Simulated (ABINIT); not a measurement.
MgB2: relaxation of cell and atoms with PBEsol

Crystal: MgB2.

```
Mg B
1.0
     3.08500    0.00000    0.00000
    -1.54250    2.67169    0.00000
     0.00000    0.00000    3.52300
Mg B
1 2
Direct
  0.00000 0.00000 0.00000
  0.66667 0.33333 0.50000
  0.33333 0.66667 0.50000
```

```
Program                     : ABINIT 10.8.3 (patched build)
Task                        : relaxation of cell and atoms
Functional                  : PBEsol
Potentials or basis         : PseudoDojo NC SR PBEsol v0.4.1 standard
Cutoff                      : 1143 eV
k mesh                      : 8 × 8 × 6
Occupations                 : fermi-dirac, width 0.05 eV
Spin                        : no spin polarisation
Cell freedom (optcell)      : 2
Optimiser (ionmov)          : 2
Cutoff smearing ecutsm (Ha) : 0.5
Force stop (Ha/bohr)        : 2e-05
```

```
Relaxed volume                         : 9.49 Å³/atom
Relaxed cell                           : a = 3.073 Å, b = 3.073 Å, c = 3.480 Å, α = 90.00°, β = 90.00°, γ = 120.00°
Space group after relaxing (to 0.05 Å) : P6/mmm (No. 191)
Energy gained by relaxing              : 1.7 meV/atom
Ionic steps                            : 6
Pressure after relaxing                : 0.0 GPa
Band gap on the k mesh                 : none (metal or under the smearing width)
```

The path:
```csv
step,energy change (eV),largest force (eV/Å),pressure (GPa),volume (Å³)
1,0.0000,0.0000,-2.61,29.04
2,-0.0031,0.0000,-1.47,28.81
3,-0.0049,0.0000,0.13,28.48
4,-0.0051,0.0000,0.16,28.47
5,-0.0052,0.0000,0.02,28.47
6,-0.0052,0.0000,0.00,28.47
```

Final structure:
```
Mg B
1.0
     3.07340    0.00000    0.00000
    -1.53670    2.66164    0.00000
     0.00000    0.00000    3.48038
Mg B
1 2
Direct
  0.00000 0.00000 0.00000
  0.66667 0.33333 0.50000
  0.33333 0.66667 0.50000
```

It took 4.2 min on 1 thread of AMD EPYC 7R43 64-Core Processor (Zen 3), on a shared host, peak memory 0.09 GiB.
